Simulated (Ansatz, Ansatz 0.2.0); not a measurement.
# Lattice constants of YV₆Sn₆: four functionals miss the measured cell shape

## The question

The reference is a single-crystal X-ray diffraction measurement at room temperature on a crystal grown from tin flux, reported in "Study of the electronic properties of topological kagome metals YV₆Sn₆ and GdV₆Sn₆" (2021, arXiv:2109.07394). It gives both lattice constants of the hexagonal cell, a in the plane of the vanadium kagome nets and c along their stacking direction. The quoted uncertainties are a few thousandths of an ångström, far below the usual errors of density functionals. What was observed is the average cell of a real crystal at room temperature, whereas a relaxation gives the static cell of a perfectly ordered one. The phase is the same in both cases, so the two can be compared directly once thermal expansion is kept in mind.

| compared with | measured | source's wording or label | T (K) | method |
| --- | --- | --- | --- | --- |
| a (Å) | 5.52 | 5.52 ± 0.002 A | room temperature | single-crystal X-ray diffraction |
| c (Å) | 9.168 ± 0.004 | 9.168 ± 0.004 A | room temperature | single-crystal X-ray diffraction |

Conditions are those given with the value in the passage it was taken from; "not stated" means there, and the paper may say more elsewhere. The values are a selection: others may have been left out beforehand as unlike or outlying.

## How to go about it

I want the cheapest level of theory that gives both a and c within 0.5 % of experiment. That is about 0.03 Å in a and 0.05 Å in c, tight enough to expose the usual contraction of LDA, yet wider than the measuring uncertainty. Thermal and zero-point motion should make the measured cell longer than the static one by roughly 0.2 to 0.4 %, so a good static result ought to lie slightly low. Both axes have to pass separately, because errors of opposite sign in a and c can hide in the volume.

The model is the 13-atom hexagonal cell, without spin polarisation, since I know the compound as a paramagnetic metal with no local moment on vanadium or yttrium. The relaxations keep the symmetry of the start and so cannot find a distortion that breaks it; no charge density wave is reported for this compound.

The starting cell comes from earlier theory, not from diffraction. Its a of 5.479 Å is shorter than the measured value and its c of 9.229 Å longer, each by more than my limit. I will therefore watch the shape of the cell as closely as its size. I begin with LDA at a low plane-wave cutoff, settle the basis and the k mesh where that is cheap, and then move to better functionals as the errors require.

Plain PBE isn't shown in this study.

System: YV6Sn6, MgFe6Ge6-type hexagonal; P6/mmm (No. 191), 13 atoms in the primitive cell; the database structure is a structure relaxed by earlier theory (a GGA or r2SCAN, not named), not a measurement: a = 5.479 Å, c = 9.229 Å; structure from the Materials Project.

On the selection of runs and values: Further runs on this system are not shown.

## 1. LDA at a low cutoff

A relaxation with LDA and a cutoff of 290 eV is the lightest sensible start. I expect both axes to come out short, by one or two per cent, as LDA usually overbinds intermetallics. The cutoff is low enough that the result needs a check before I blame the functional for whatever is missing.

**Run 1.** Ansatz 0.2.0: LDA, cell and atoms relaxed from the database structure, PAW set soft_2, cutoff 290 eV, 6x6x4 k mesh, Gaussian smearing 0.1 eV.

Key lines of the input:
```
crystal:
  # lattice and atoms
kpoints:
  mp_grid: { grid: [6, 6, 4] }
hamiltonian:
  xc: lda
scf:
  occupations: { method: gaussian, width: 0.1 }
output:
  forces: true
  stress: true
basis:
  ecutwfc: 290.0
relax:
  adjacent_minimum: "off"
  f_tol: 0.005
  max_steps: 60
  cell: { stress_tol: 0.03 }
```

Command:
```
ansatz run input.yaml --threads 8 --pin off --max-ram 16384MiB --backend cpu --events-out ev --progress --plain --runs-dir out
```

Selected lines of the output:
```
Basis set: ecut = 290 eV, 2575 PW (Γ) [...]
  cell:  # Å, volume = 227.0889 Å³
```

Converged; 46 s on 8 cores of Arm Neoverse V2, shared host. Warnings: cutoff_below_recommended (in short: A typed cutoff is below a recommended value, from the records, the datasets' recipe or DFPT's needs, possibly lowering the density cutoff; compare with a higher-cutoff run).

| quantity | run 1 | measured | deviation |
| --- | --- | --- | --- |
| a (Å) | 5.380 | 5.52 | −0.140 (−2.5 %) |
| c (Å) | 9.058 | 9.168 ± 0.004 | −0.110 (−1.2 %) |
| conventional cell volume (Å³) | 227.09 |  |  |

Both axes are too short, a by 2.5 % and c by 1.2 %. The contraction in the plane is larger than I expected of LDA. The program warns that 290 eV lies below a recommended cutoff, so I can't yet charge all of this to the functional.

## 2. Cutoff and k mesh within LDA

I repeat the relaxation at the default cutoff of 420 eV, first on the same k mesh and then on a denser 9×9×6 mesh. The first run isolates the basis, the second the sampling of the Fermi surface, and LDA is a cheap place to learn both. I expect the cutoff to matter more than the mesh, but neither to remove an error of this size.

**Run 2.** Ansatz 0.2.0: LDA, cell and atoms relaxed from the database structure, PAW set soft_2, cutoff 420 eV (default), 6x6x4 k mesh, Gaussian smearing 0.1 eV.

Key lines of the input, as changed from run 1:
```diff
- basis:
-   ecutwfc: 290.0
```

Selected lines of the output:
```
  cell:  # Å, volume = 227.4961 Å³
```

Converged; took 34 s.

**Run 3.** Ansatz 0.2.0: LDA, cell and atoms relaxed from the database structure, PAW set soft_2, cutoff 420 eV (default), 9x9x6 k mesh, Gaussian smearing 0.1 eV.

Key lines of the input, as changed from run 2:
```diff
  kpoints:
-   mp_grid: { grid: [6, 6, 4] }
+   mp_grid: { grid: [9, 9, 6] }
```

Command:
```
ansatz run input.yaml --threads 4 --pin off --max-ram 16384MiB --backend cpu --events-out ev --progress --plain --runs-dir out
```

Selected lines of the output:
```
  cell:  # Å, volume = 227.5024 Å³
    - [5.38629204624607, 0.0, 0.0]
    - [0.0, 0.0, 9.054729447420254]
```

Converged; 3 min on 4 cores of Arm Neoverse V1, shared host.

| quantity | run 2 | run 3 | measured |
| --- | --- | --- | --- |
| a (Å) | 5.388 | 5.386 | 5.52 |
| c (Å) | 9.048 | 9.055 | 9.168 ± 0.004 |
| conventional cell volume (Å³) | 227.50 | 227.50 |  |

Raising the cutoff lengthens a by 0.008 Å and shortens c by 0.010 Å. The denser mesh then shifts a by −0.002 Å and c by +0.007 Å and leaves the volume almost unchanged. Neither comes near the missing 0.13 Å in a and 0.11 Å in c, so LDA fails on both axes for reasons other than these two settings.

The shape of the cell is a second problem. The ratio c/a is 1.681 on the denser mesh and 1.684 in the database structure, but 1.661 in the measurement. That is a difference of more than one per cent, and my two limits together leave room for only about one. A functional that merely swells the LDA cell evenly would therefore still miss on at least one axis.

## 3. Other potentials for LDA

Before I blame the functional, I want to know whether the PAW set contributes to the short a or to the odd shape. I repeat the LDA relaxation with the norm-conserving PseudoDojo potentials on the 6×6×4 mesh. They need a much higher cutoff, which makes the run dearer, but with LDA it should still be affordable. I expect changes of a few hundredths of an ångström at most.

**Run 4.** Ansatz 0.2.0: LDA, PseudoDojo norm-conserving pseudopotentials, cell and atoms relaxed from the database structure, cutoff 1143 eV (default), 6x6x4 k mesh, Gaussian smearing 0.1 eV.

Key lines of the input, as changed from run 2:
```diff
  hamiltonian:
+   pseudopotentials: { kind: nc, accuracy: standard }
```

Selected lines of the output:
```
Basis set: ecut = 1142.878222 eV, 19963 PW (Γ) [...]
    - [5.38975132528773, 0.0, 0.0]
    - [0.0, 0.0, 9.053045875663175]
```

Converged; took 5.3 min.

| quantity | run 4 | measured | deviation |
| --- | --- | --- | --- |
| a (Å) | 5.390 | 5.52 | −0.130 (−2.4 %) |
| c (Å) | 9.053 | 9.168 ± 0.004 | −0.115 (−1.3 %) |
| conventional cell volume (Å³) | 227.75 |  |  |

The two sets of potentials agree within 0.002 Å in a and 0.005 Å in c, and c/a is 1.680, much as before. The short axes and the odd shape are therefore not the work of the PAW set. I can go on with the cheaper PAW potentials.

## 4. PBEsol

The next step up is a gradient-corrected functional made for solids. PBEsol usually removes a good part of the LDA contraction at little extra cost. I expect both axes to grow by somewhat under one per cent, which would bring c close to its limit but leave a too short. The thing to watch is whether c/a moves towards the measured ratio.

**Run 5.** Ansatz 0.2.0: PBEsol, cell and atoms relaxed from the database structure, PAW set soft_2, cutoff 420 eV (default), 6x6x4 k mesh, Gaussian smearing 0.1 eV.

Key lines of the input, as changed from run 2:
```diff
  hamiltonian:
-   xc: lda
+   xc: pbesol
```

Selected lines of the output:
```
  cell:  # Å, volume = 233.8106 Å³
    - [5.436490114831409, 0.0, 0.0]
    - [0.0, 0.0, 9.134741699689647]
```

Converged; 25 s on 8 cores of Arm Neoverse V2, shared host.

| quantity | run 5 | measured | deviation |
| --- | --- | --- | --- |
| a (Å) | 5.436 | 5.52 | −0.084 (−1.5 %) |
| c (Å) | 9.135 | 9.168 ± 0.004 | −0.033 (−0.4 %) |
| conventional cell volume (Å³) | 233.81 |  |  |

PBEsol lengthens both axes by just under one per cent, as I expected. The c axis now passes at −0.4 %, while a still misses at −1.5 %. The ratio c/a remains at 1.680, so the cell has grown almost evenly and its shape is no better than with LDA. Thermal expansion would account for only a small part of what is missing in a.

## 5. r2SCAN

A dispersion term on top of PBEsol would add attraction and most likely shorten a cell that is already too small, so I pass over it and climb to the meta-GGA r2SCAN. It costs more per step and uses a cutoff of 500 eV. I expect a larger cell than with PBEsol. If c/a stays where it has been, a will approach its limit only as c overshoots.

**Run 6.** Ansatz 0.2.0: r2SCAN, cell and atoms relaxed from the database structure, PAW set soft_2, cutoff 500 eV (default), 6x6x4 k mesh, Gaussian smearing 0.1 eV.

Key lines of the input, as changed from run 2:
```diff
  hamiltonian:
-   xc: lda
+   xc: r2scan
```

Selected lines of the output:
```
  cell:  # Å, volume = 239.4767 Å³
    - [5.4786207057226415, 0.0, 0.0]
    - [0.0, 0.0, 9.212769494891294]
```

Converged; 86 s on 8 cores of Arm Neoverse N1, shared host.

| quantity | run 6 | measured | deviation |
| --- | --- | --- | --- |
| a (Å) | 5.479 | 5.52 | −0.041 (−0.7 %) |
| c (Å) | 9.213 | 9.168 ± 0.004 | +0.045 (+0.5 %) |
| conventional cell volume (Å³) | 239.48 |  |  |

The cell grows again, and a still misses, now at −0.7 %. The c axis has overshot by 0.045 Å, which is practically on the limit. The distance to the limit is smaller than the measuring uncertainty of 0.004 Å, so I count c as undecided. The ratio c/a is 1.682, much as before. Three functionals have changed the volume by about five per cent in all, yet have hardly touched the shape.

The relaxed cell also lies close to the database cell it started from. As that one is itself a product of GGA or r2SCAN theory, I don't take the agreement as independent support.

## 6. Sampling and dispersion with r2SCAN

With c on the limit, I want a measure of how the r2SCAN cell responds to sampling along the stacking direction. A relaxation on a 6×6×2 mesh gives that cheaply, though a coarser mesh can only show sensitivity and not prove convergence. Alongside it I add the rVV10 term for dispersion on the original mesh. I expect it to contract the cell slightly, which would bring c inside its limit but take a further away, unless it acts mainly along c and so improves the shape.

**Run 7.** Ansatz 0.2.0: r2SCAN, cell and atoms relaxed from the database structure, PAW set soft_2, cutoff 500 eV (default), 6x6x2 k mesh, Gaussian smearing 0.1 eV.

Key lines of the input, as changed from run 6:
```diff
  kpoints:
-   mp_grid: { grid: [6, 6, 4] }
+   mp_grid: { grid: [6, 6, 2] }
```

Selected lines of the output:
```
    - [5.478864198870595, 0.0, 0.0]
    - [0.0, 0.0, 9.21486926814325]
```

Converged; took 97 s.

**Run 8.** Ansatz 0.2.0: r2SCAN+rVV10, cell and atoms relaxed from the database structure, PAW set soft_2, cutoff 500 eV (default), 6x6x4 k mesh, Gaussian smearing 0.1 eV.

Key lines of the input, as changed from run 6:
```diff
  hamiltonian:
+   dispersion: rvv10
```

Selected lines of the output:
```
    - [5.460537959262642, 0.0, 0.0]
    - [0.0, 0.0, 9.18283540414362]
```

Converged; took 2.5 min.

| quantity | run 7 | run 8 | measured |
| --- | --- | --- | --- |
| a (Å) | 5.479 | 5.461 | 5.52 |
| c (Å) | 9.215 | 9.183 | 9.168 ± 0.004 |
| conventional cell volume (Å³) | 239.55 | 237.13 |  |

Halving the mesh along the stacking direction changes a by less than 0.001 Å and c by 0.002 Å. The miss in a is far larger than that, whereas c stays on the edge of its limit.

The rVV10 term shortens both axes by about 0.3 %. This brings c to +0.2 %, a clear pass, but a falls back to −1.1 %. The contraction is as even as the earlier expansions were, with c/a still at 1.682, so this dispersion term doesn't mend the shape.

## 7. BLYP with and without dispersion

What remains unexplained is the shape, and I want to test it with a functional of a different construction. BLYP is a poor choice for metals and I expect it to make the cell too large, with D3(BJ) drawing it back in. Both runs use the 420 eV cutoff and should cost little. If c/a stays near 1.68 here too, a and c can't both come within their limits, whatever the volume.

**Run 9.** Ansatz 0.2.0: BLYP, cell and atoms relaxed from the database structure, PAW set soft_2, cutoff 420 eV (default), 6x6x4 k mesh, Gaussian smearing 0.1 eV.

Key lines of the input, as changed from run 2:
```diff
  hamiltonian:
-   xc: lda
+   xc: blyp
```

Selected lines of the output:
```
    - [5.597129513717636, 0.0, 0.0]
    - [0.0, 0.0, 9.412707574036652]
```

Converged; 78 s on 4 cores of Arm Neoverse V1, shared host.

**Run 10.** Ansatz 0.2.0: BLYP+D3(BJ), cell and atoms relaxed from the database structure, PAW set soft_2, cutoff 420 eV (default), 6x6x4 k mesh, Gaussian smearing 0.1 eV.

Key lines of the input, as changed from run 9:
```diff
  hamiltonian:
+   dispersion: d3bj
```

Selected lines of the output:
```
    - [5.419673989763088, 0.0, 0.0]
    - [0.0, 0.0, 9.101792583523087]
```

Converged; took 57 s.

| quantity | run 9 | run 10 | measured |
| --- | --- | --- | --- |
| a (Å) | 5.597 | 5.420 | 5.52 |
| c (Å) | 9.413 | 9.102 | 9.168 ± 0.004 |
| conventional cell volume (Å³) | 255.37 | 231.53 |  |

BLYP makes the cell too large, by 1.4 % in a and 2.7 % in c. Adding D3(BJ) shrinks it so strongly that both axes end up too short, by 1.8 % and 0.7 %. Neither version passes on either axis.

The ratio c/a is 1.682 without the dispersion term and 1.679 with it, although the volume differs by nearly 24 Å³. The largest ratio my limits allow, with a at its lower limit and c at its upper one, is still slightly smaller than that of BLYP+D3(BJ). The same holds for LDA on the same mesh, so no even swelling of either cell would bring both axes within their limits.

## The runs side by side

| run | settings | a (Å) | deviation | c (Å) | deviation | cost |
| --- | --- | --- | --- | --- | --- | --- |
| 1 | LDA, PAW set soft_2, cutoff 290 eV, 6x6x4 k mesh | 5.380 | −0.140 (−2.5 %) | 9.058 | −0.110 (−1.2 %) | 6.1 core-min |
| 2 | LDA, PAW set soft_2, cutoff 420 eV (default), 6x6x4 k mesh | 5.388 | −0.132 (−2.4 %) | 9.048 | −0.120 (−1.3 %) | 4.5 core-min |
| 3 | LDA, PAW set soft_2, cutoff 420 eV (default), 9x9x6 k mesh | 5.386 | −0.134 (−2.4 %) | 9.055 | −0.113 (−1.2 %) | 12 core-min |
| 4 | LDA, PseudoDojo norm-conserving pseudopotentials, cutoff 1143 eV (default), 6x6x4 k mesh | 5.390 | −0.130 (−2.4 %) | 9.053 | −0.115 (−1.3 %) | 21 core-min |
| 5 | PBEsol, PAW set soft_2, cutoff 420 eV (default), 6x6x4 k mesh | 5.436 | −0.084 (−1.5 %) | 9.135 | −0.033 (−0.4 %) | 3.4 core-min |
| 6 | r2SCAN, PAW set soft_2, cutoff 500 eV (default), 6x6x4 k mesh | 5.479 | −0.041 (−0.7 %) | 9.213 | +0.045 (+0.5 %) | 11 core-min |
| 7 | r2SCAN, PAW set soft_2, cutoff 500 eV (default), 6x6x2 k mesh | 5.479 | −0.041 (−0.7 %) | 9.215 | +0.047 (+0.5 %) | 13 core-min |
| 8 | r2SCAN+rVV10, PAW set soft_2, cutoff 500 eV (default), 6x6x4 k mesh | 5.461 | −0.059 (−1.1 %) | 9.183 | +0.015 (+0.2 %) | 20 core-min |
| 9 | BLYP, PAW set soft_2, cutoff 420 eV (default), 6x6x4 k mesh | 5.597 | +0.077 (+1.4 %) | 9.413 | +0.245 (+2.7 %) | 5.2 core-min |
| 10 | BLYP+D3(BJ), PAW set soft_2, cutoff 420 eV (default), 6x6x4 k mesh | 5.420 | −0.100 (−1.8 %) | 9.102 | −0.066 (−0.7 %) | 3.8 core-min |
|  | measured | 5.52 |  | 9.168 ± 0.004 |  |  |

Further runs on the same system, made beside this series (convergence steps with loose settings among them):

| further | settings | a (Å) | deviation | c (Å) | deviation | cost |
| --- | --- | --- | --- | --- | --- | --- |
| F1 | PBEsol+D3(BJ), PAW set soft_2, cutoff 420 eV (default), 6x6x4 k mesh | 5.367 | −0.153 (−2.8 %) | 9.026 | −0.142 (−1.5 %) | 3.8 core-min |
| F2 | LDA, PAW set soft_2, cutoff 420 eV (default), 6x6x2 k mesh | 5.389 | −0.131 (−2.4 %) | 9.047 | −0.121 (−1.3 %) | 2.6 core-min |
| F3 | LDA, PAW set soft_2, cutoff 590 eV, 6x6x4 k mesh | 5.389 | −0.131 (−2.4 %) | 9.047 | −0.121 (−1.3 %) | 6.5 core-min |
|  | measured | 5.52 |  | 9.168 ± 0.004 |  |  |

## What the runs support

No level shown here meets the target on both axes. r2SCAN comes nearest, at 11 core-minutes: a misses at −0.7 %, and c, at +0.5 %, is too close to the limit to call. PBEsol passes on c for 3.4 core-minutes but leaves a short by 1.5 %.

The errors of r2SCAN have opposite signs, so its volume would look better than its axes. Allowing for thermal and zero-point expansion would bring a to about its limit but push c beyond its own. The obstacle is the shape: c/a stays near 1.68 throughout, against 1.661 measured, and the whole expected expansion is too small to explain that gap.

The LDA checks were useful. Other potentials, a denser mesh and a cutoff of 590 eV all leave its error in place. For r2SCAN the only such check shown is a coarser mesh along c; checks of its cutoff, its potentials and a denser mesh are not shown in this report. The dispersion terms shrink the cell without mending its shape. With PBEsol, D3(BJ) worsens both axes, which bears out my passing over it. The BLYP pair brought no better level, only further evidence on the shape.

I can't settle where the difference in shape comes from. The functionals may share an error in the balance of bonding within and between the layers, but that is conjecture. That they all deviate in the same sense is no evidence against the measurement, though a second, independent diffraction result would be a useful check. The relaxations kept the hexagonal symmetry and couldn't have found a distortion that breaks it. Plain PBE would be the natural next functional, and this miss is no verdict on it.

[Logs are printed without paths, hosts, clocks, repeated set-up lines and the standing remarks that a program may print on its own settings, such as how far it seeks lower states.]

[The runs shown are a pick from a larger set of finished runs; failed, doubtful and other runs were left out of it ahead of writing. So were measured values far from every level or from commonly accepted values, and agreement can look better than it is. Lines of input and output are excerpts and may be shortened.]
